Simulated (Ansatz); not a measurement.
α-quartz-type GeO2 (metastable phase) was calculated with PBE-D4 (plane waves, PAW; Ansatz, an electronic-structure program).

Settings: plane-wave cutoff 520 eV, 12×12×6 k mesh (along the axes of the cell as run), Fermi–Dirac smearing 0.01 eV, scalar-relativistic PAW data made under PBE.

Computed at the level's own relaxed cell.

Give the computed lattice parameter c, volume per atom, smallest direct gap on the k points sampled, lattice constant a and band gap.


- lattice parameter c = 5.712 Å
- volume per atom = 13.58 Å³/atom
- smallest direct gap on the k points sampled = 3.36 eV
- lattice constant a = 4.970 Å
- band gap = 3.31 eV (indirect)

Measured, for comparison: lattice parameter c 5.652 Å, lattice constant a 4.987 Å (temperature not stated, no zero-point or thermal correction; as tabulated in Saito and Ono (2011), arXiv:1008.4998). Computed (rounded) less measured: lattice parameter c +1.1 %, lattice constant a -0.3 %. A static lattice is as a rule a little smaller and stiffer than an uncorrected measurement, which narrows the difference in the lattice constant a and would widen misses of the other sign.

Note: the bulk modulus comes from volumes at which shape and atoms were relaxed.

Spin–orbit coupling is not included.
